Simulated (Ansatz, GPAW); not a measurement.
# Work function of 2H-VSSe under honeycomb MgO, AC at several levels, part 2 of 3

How far do functional and basis move the work function of 2H-VSSe under honeycomb MgO, AC?

GPAW 26.7.0 and Ansatz 0.2.0; Ansatz plane waves; layer without images along its normal, relaxation of atoms and in-plane cell, with D3(BJ) dispersion; PAW set soft_1 (the session's first sound run).

So far. Step 2 (Relaxing the atoms): The relaxation lowered the energy of the cell by 0.347 eV.

### Step 3. Plane waves, PBE

With the geometry fixed, the planar mean of the potential gives the vacuum level on each side.

This step: GPAW, PAW setups; slab in vacuum (GPAW 26.7.0).

The cell differs from the one that the last finished run ended in (c 36.432 → 22.268 Å).

Input file run.py:

```python
import json
import numpy as np
from ase import Atoms
from gpaw import GPAW, PW

slab = Atoms(
    ['Se', 'V', 'S', 'O', 'Mg'],
    positions=[
        [0.00000, 1.88025, 8.00000],
        [0.00000, -0.00000, 9.65472],
        [0.00000, 1.88025, 11.05600],
        [0.00000, 1.88025, 14.26824],
        [0.00000, -0.00000, 14.20960]],
    cell=[[3.25669, 0.0, -0.0], [-1.62834, 2.82037, -0.0], [-0.0, -0.0, 22.2682]],
    pbc=[True, True, False],
    magmoms=[0.0, 1.0, 0.0, 0.0, 0.0])

slab.calc = GPAW(mode=PW(500), xc='PBE', kpts={'size': (12, 12, 1), 'gamma': True},
                 occupations={'name': 'fermi-dirac', 'width': 0.05}, nbands='200%',
                 convergence={'density': 1e-05}, maxiter=200,
                 poissonsolver={'dipolelayer': 'xy'},
                 symmetry={'tolerance': 1e-3}, txt='slab.txt')
result = {}
energy = slab.get_potential_energy()
fermi = slab.calc.get_fermi_level()
v = slab.calc.get_electrostatic_potential().mean((0, 1)) - fermi
n = slab.calc.get_pseudo_density().mean((0, 1))
L = slab.cell[2, 2]
z = np.arange(len(v)) * L / len(v)
low, high = slab.positions[:, 2].min(), slab.positions[:, 2].max()
below, above = np.interp([low - 5.8, high + 5.8], z, v)
slopes = [np.interp(x, z, np.gradient(v, z)) for x in (low - 5.8, high + 5.8)]
eps = np.array([[slab.calc.get_eigenvalues(k, s) for k in range(len(slab.calc.get_ibz_k_points()))]
                for s in range(slab.calc.get_number_of_spins())]) - fermi
top, bottom = eps[eps < 0].max(), eps[eps > 0].min()
dipole = slab.get_dipole_moment()[2]
print(f'energy {energy:.4f} eV, Fermi level {fermi:.4f} eV, dipole {dipole:.5f} e A')
print(f'potential 5.8 A off the faces, from the Fermi level: lower {below:.4f} eV, upper {above:.4f} eV')
print(f'slope of the potential there: lower {slopes[0]:.5f}, upper {slopes[1]:.5f} eV/A')
print(f'nearest levels on the mesh: {top:.4f} and {bottom:.4f} eV')
print('magnetic moment', round(slab.get_magnetic_moment(), 3))
result.update(energy=energy, fermi=fermi, dipole=dipole, below=below, above=above, slopes=slopes, edges=[top, bottom],
              z=z.tolist(), v=v.tolist(), n=n.tolist(), positions=slab.positions.tolist(),
              forces=slab.get_forces(apply_constraint=False).tolist(), moments=slab.get_magnetic_moments().tolist())
json.dump(result, open('result.json', 'w'))
```

Started as:

```bash
$ OMP_NUM_THREADS=1 OPENBLAS_NUM_THREADS=1 python run.py
```

The log of the run:

```text
energy -29.2797 eV, Fermi level -1.0556 eV, dipole 0.00764 e A
potential 5.8 A off the faces, from the Fermi level: lower 5.3889 eV, upper 5.2302 eV
slope of the potential there: lower -0.00046, upper -0.00055 eV/A
nearest levels on the mesh: -0.0292 and 0.0050 eV
magnetic moment 0.832
```

It took 5.5 min on 1 thread of Arm Neoverse V1, shared host; peak memory 0.4 GiB.

This step gave:

- dipole along the normal: 0.007641 e·Å
- levels nearest the Fermi level on the mesh: -0.02923, 0.005016 eV from the Fermi level
- upper work function: 5.230 eV
- lower work function: 5.389 eV
- site moments: -0.04235, 0.7437, -0.006693, 0.005999, -3.14e-5 μB
- sum of the site moments: 0.7006 μB

The electrostatic potential energy of an electron (without an applied field's), less the Fermi level, planar mean oscillates, so the rows of the table below give means over windows of 1 Å about each position, cut where the curve ends. Its maxima inside the range that stand out by 2 % of the span (Å: eV): 8.8: -3.91, 10.4: -5.97, 12.5: 4.37. Its minima: 8.0: -20.9, 9.6: -14.0, 11.0: -17.9, 14.3: -15.8.

The electrostatic potential energy of an electron (without an applied field's), less the Fermi level, planar mean by z; means over each step:

z (Å), electrostatic potential energy of an electron (without an applied field's), less the Fermi level, planar mean (eV) and a bar from the least value:
```
        0        5.4 ##############################
        1        5.4 ##############################
        2        5.4 ##############################
        3        5.4 ##############################
        4        5.4 ##############################
        5        5.4 ##############################
        6        5.2 ##############################
        7        1.4 ########################
        8      -15.0 
        9       -6.8 ############
       10      -10.0 #######
       11      -12.6 ####
       12        1.7 #########################
       13        3.4 ###########################
       14       -8.7 #########
       15        0.1 ######################
       16        4.9 #############################
       17        5.2 ##############################
       18        5.2 ##############################
       19        5.2 ##############################
       20        5.2 ##############################
       21        5.2 ##############################
       22        5.2 ##############################
```

The pseudo valence density, planar mean by z:

| z (Å) | pseudo valence density, planar mean (e/Å³) |
| --- | --- |
| 4 | 2.0e-5 |
| 5 | 3.7e-4 |
| 6 | 0.00726 |
| 7 | 0.136 |
| 8 | 0.223 |
| 9 | 0.427 |
| 10 | 0.937 |
| 11 | 0.409 |
| 12 | 0.139 |
| 13 | 0.0435 |
| 14 | 1.58 |
| 15 | 0.195 |
| 16 | 0.00911 |
| 17 | 5.8e-4 |
| 18 | 3.7e-5 |

Force by atom:

| atom | x (eV/Å) | y (eV/Å) | z (eV/Å) | size |
| --- | --- | --- | --- | --- |
| Se1 | 0.000 | 0.000 | -0.186 | 0.186 |
| V2 | 0.000 | 0.000 | -0.089 | 0.089 |
| S3 | 0.000 | 0.000 | 0.136 | 0.136 |
| O4 | 0.000 | 0.000 | 0.043 | 0.043 |
| Mg5 | 0.000 | 0.000 | 0.107 | 0.107 |

The potential is flat to 5.5e-4 eV/Å where it is read, so the vacuum is wide enough. The geometry is the other program's minimum (found with a dispersion term); here the largest force on a free atom is 0.19 eV/Å.

### Step 4. Self-consistent run: xc = "vdW-DF2"

The same geometry under vdW-DF2, to see how far the functional moves the levels against the vacuum (the van der Waals functionals take revPBE setups).

run.py, as its differences from that of step 3:

```diff
@@ -17,3 +17,3 @@
 
-slab.calc = GPAW(mode=PW(500), xc='PBE', kpts={'size': (12, 12, 1), 'gamma': True},
+slab.calc = GPAW(mode=PW(500), xc='vdW-DF2', kpts={'size': (12, 12, 1), 'gamma': True},
                  occupations={'name': 'fermi-dirac', 'width': 0.05}, nbands='200%',
```

The log of the run:

```text
energy -196.7420 eV, Fermi level -1.2841 eV, dipole -0.00206 e A
potential 5.8 A off the faces, from the Fermi level: lower 5.6598 eV, upper 5.6923 eV
slope of the potential there: lower -0.00055, upper -0.00047 eV/A
nearest levels on the mesh: -0.0236 and 0.0300 eV
magnetic moment 0.873
```

Run time: 9.5 min. Hardware: 1 thread; peak memory 0.62 GiB.

Numbers from this step:

* dipole along the normal: -0.002065 e·Å
* levels nearest the Fermi level on the mesh: -0.02356, 0.02997 eV from the Fermi level
* upper work function: 5.692 eV
* lower work function: 5.660 eV
* site moments: -0.04130, 0.7763, -0.002257, 0.006250, 1.86e-5 μB
* sum of the site moments: 0.7391 μB

Electrostatic potential energy of an electron (without an applied field's), less the Fermi level, planar mean against z:

```csv
z (Å),"electrostatic potential energy of an electron (without an applied field's), less the Fermi level, planar mean (eV)"
0.0,5.68
0.5,5.66
1.0,5.66
1.5,5.66
2.0,5.66
2.5,5.66
3.0,5.66
3.5,5.66
4.0,5.66
4.5,5.65
5.0,5.65
5.5,5.61
6.0,5.47
6.5,4.91
7.0,2.56
7.5,-6.41
8.0,-21.0
8.5,-8.22
9.0,-4.93
9.5,-13.1
10.0,-10.1
10.5,-6.76
11.0,-17.5
11.5,-5.48
12.0,2.88
12.5,4.48
13.0,3.93
13.5,0.988
14.0,-10.1
14.5,-9.82
15.0,1.89
15.5,4.72
16.0,5.43
16.5,5.62
17.0,5.67
17.5,5.69
18.0,5.69
18.5,5.69
19.0,5.69
19.5,5.69
20.0,5.69
20.5,5.69
21.0,5.69
21.5,5.69
22.0,5.69
```

The pseudo valence density, planar mean by z:

```
z (Å)  pseudo valence density, planar mean (e/Å³)
    4                                      3.3e-5
    5                                      4.8e-4
    6                                     0.00821
    7                                       0.135
    8                                       0.223
    9                                       0.425
   10                                       0.936
   11                                       0.409
   12                                       0.139
   13                                      0.0437
   14                                        1.58
   15                                       0.193
   16                                     0.00985
   17                                      7.5e-4
   18                                      6.2e-5
```

Site moment by atom:

```csv
atom,site moment (μB)
Se1,-0.041
V2,0.776
S3,-0.002
O4,0.006
Mg5,0.000
```

Force by atom:

```
atom  x (eV/Å)  y (eV/Å)  z (eV/Å)   size
 Se1     0.000     0.000    -0.927  0.927
  V2     0.000     0.000    -0.010  0.010
  S3     0.000     0.000     0.746  0.746
  O4     0.000     0.000    -0.060  0.060
 Mg5     0.000     0.000     0.231  0.231
```

The upper face's work function is 5.692 eV, against 5.230 eV in the first plane-wave PBE run at this geometry.

### Step 5. Self-consistent run: xc = "RPBE"

The same geometry under RPBE, to see how far the functional moves the levels against the vacuum.

run.py, as its differences from that of step 4:

```diff
@@ -17,3 +17,3 @@
 
-slab.calc = GPAW(mode=PW(500), xc='vdW-DF2', kpts={'size': (12, 12, 1), 'gamma': True},
+slab.calc = GPAW(mode=PW(500), xc='RPBE', kpts={'size': (12, 12, 1), 'gamma': True},
                  occupations={'name': 'fermi-dirac', 'width': 0.05}, nbands='200%',
```

The log of the run:

```text
energy -27.5696 eV, Fermi level -0.9205 eV, dipole 0.00631 e A
potential 5.8 A off the faces, from the Fermi level: lower 5.2450 eV, upper 5.1126 eV
slope of the potential there: lower -0.00046, upper -0.00055 eV/A
nearest levels on the mesh: -0.0015 and 0.0312 eV
magnetic moment 0.878
```

The job ended after 5.9 min (1 thread; peak memory 0.4 GiB).

This step gave:

- dipole along the normal: 0.006313 e·Å
- levels nearest the Fermi level on the mesh: -0.001464, 0.03122 eV from the Fermi level
- upper work function: 5.113 eV
- lower work function: 5.245 eV
- site moments: -0.05127, 0.7989, -0.01140, 0.007172, -5.44e-5 μB
- sum of the site moments: 0.7433 μB

The upper face's work function is 5.113 eV, against 5.230 eV in the first plane-wave PBE run at this geometry.

### Step 6. Self-consistent run: xc = "revPBE"

The same geometry under revPBE, to see how far the functional moves the levels against the vacuum.

run.py, as its differences from that of step 5:

```diff
@@ -17,3 +17,3 @@
 
-slab.calc = GPAW(mode=PW(500), xc='RPBE', kpts={'size': (12, 12, 1), 'gamma': True},
+slab.calc = GPAW(mode=PW(500), xc='revPBE', kpts={'size': (12, 12, 1), 'gamma': True},
                  occupations={'name': 'fermi-dirac', 'width': 0.05}, nbands='200%',
```

The log of the run:

```text
energy -27.7930 eV, Fermi level -0.9379 eV, dipole 0.00703 e A
potential 5.8 A off the faces, from the Fermi level: lower 5.2570 eV, upper 5.1105 eV
slope of the potential there: lower -0.00046, upper -0.00055 eV/A
nearest levels on the mesh: -0.0091 and 0.0239 eV
magnetic moment 0.866
```

It took 5.7 min on 1 thread; peak memory 0.41 GiB.

Numbers from this step:

```
dipole along the normal                    : 0.007026 e·Å
levels nearest the Fermi level on the mesh : -0.009116, 0.02388 eV from the Fermi level
upper work function                        : 5.110 eV
lower work function                        : 5.257 eV
site moments                               : -0.04890, 0.7847, -0.01015, 0.006884, -4.97e-5 μB
sum of the site moments                    : 0.7324 μB
```

The electrostatic potential energy of an electron (without an applied field's), less the Fermi level, planar mean oscillates, so the rows of the table below give means over windows of 1 Å about each position, cut where the curve ends. Its maxima inside the range that stand out by 2 % of the span (Å: eV): 8.8: -4.02, 10.4: -6.08, 12.5: 4.23. Its minima: 8.0: -21.0, 9.6: -14.1, 11.0: -18.0, 14.3: -15.9.

The electrostatic potential energy of an electron (without an applied field's), less the Fermi level, planar mean by z; means over each step:

```csv
z (Å),"electrostatic potential energy of an electron (without an applied field's), less the Fermi level, planar mean (eV)"
0,5.23
1,5.26
2,5.26
3,5.26
4,5.26
5,5.24
6,5.05
7,1.33
8,-15.1
9,-6.93
10,-10.1
11,-12.6
12,1.58
13,3.26
14,-8.77
15,0.0326
16,4.82
17,5.09
18,5.11
19,5.11
20,5.11
21,5.11
22,5.12
```

The upper face's work function is 5.110 eV, against 5.230 eV in the first plane-wave PBE run at this geometry.

### Step 7. Real-space grid: mode = "fd"

A real-space grid is a second complete basis, so it checks the plane-wave result.

run.py, as its differences from that of step 6:

```diff
@@ -3,3 +3,3 @@
 from ase import Atoms
-from gpaw import GPAW, PW
+from gpaw import GPAW
 
@@ -17,3 +17,3 @@
 
-slab.calc = GPAW(mode=PW(500), xc='revPBE', kpts={'size': (12, 12, 1), 'gamma': True},
+slab.calc = GPAW(mode='fd', h=0.18, xc='PBE', kpts={'size': (12, 12, 1), 'gamma': True},
                  occupations={'name': 'fermi-dirac', 'width': 0.05}, nbands='200%',
```

The log of the run:

```text
energy -29.8364 eV, Fermi level -5.3040 eV, dipole 0.00851 e A
potential 5.8 A off the faces, from the Fermi level: lower 5.3875 eV, upper 5.2206 eV
slope of the potential there: lower -0.00001, upper 0.00001 eV/A
nearest levels on the mesh: -0.0293 and 0.0054 eV
magnetic moment 0.831
```

The job ended after 12 min (1 thread; peak memory 1.1 GiB).

This step gave:

```yaml
dipole_along_the_normal: 0.008506 e·Å
levels_nearest_the_fermi_level_on_the_mesh: -0.02927, 0.005435 eV from the Fermi level
upper_work_function: 5.221 eV
lower_work_function: 5.387 eV
site_moments: -0.04237, 0.7434, -0.006678, 0.006070, -3.64e-5 μB
sum_of_the_site_moments: 0.7003 μB
```

Table of electrostatic potential energy of an electron (without an applied field's), less the Fermi level, planar mean by z:

```csv
z (Å),"electrostatic potential energy of an electron (without an applied field's), less the Fermi level, planar mean (eV)"
0.0,5.30
0.5,5.39
1.0,5.39
1.5,5.39
2.0,5.39
2.5,5.39
3.0,5.39
3.5,5.39
4.0,5.39
4.5,5.39
5.0,5.38
5.5,5.35
6.0,5.24
6.5,4.75
7.0,2.55
7.5,-6.37
8.0,-20.9
8.5,-8.02
9.0,-4.72
9.5,-12.9
10.0,-9.99
10.5,-6.67
11.0,-17.5
11.5,-5.55
12.0,2.79
12.5,4.35
13.0,3.78
13.5,0.819
14.0,-10.3
14.5,-10.1
15.0,1.65
15.5,4.37
16.0,5.01
16.5,5.17
17.0,5.21
17.5,5.22
18.0,5.22
18.5,5.22
19.0,5.22
19.5,5.22
20.0,5.22
20.5,5.22
21.0,5.22
21.5,5.22
22.0,5.22
```

The upper face's work function is 5.221 eV, against 5.230 eV in the first plane-wave PBE run at this geometry.

[end of part 2 of 3]

[Logs are printed without paths, hosts, clocks, repeated set-up lines and the standing remarks that a program may print on its own settings, such as how far it seeks lower states.]

[Hosts, paths, dates, database ids (printed as entryN), source tags and the programs' standing remarks are cut or masked in the printed files.]
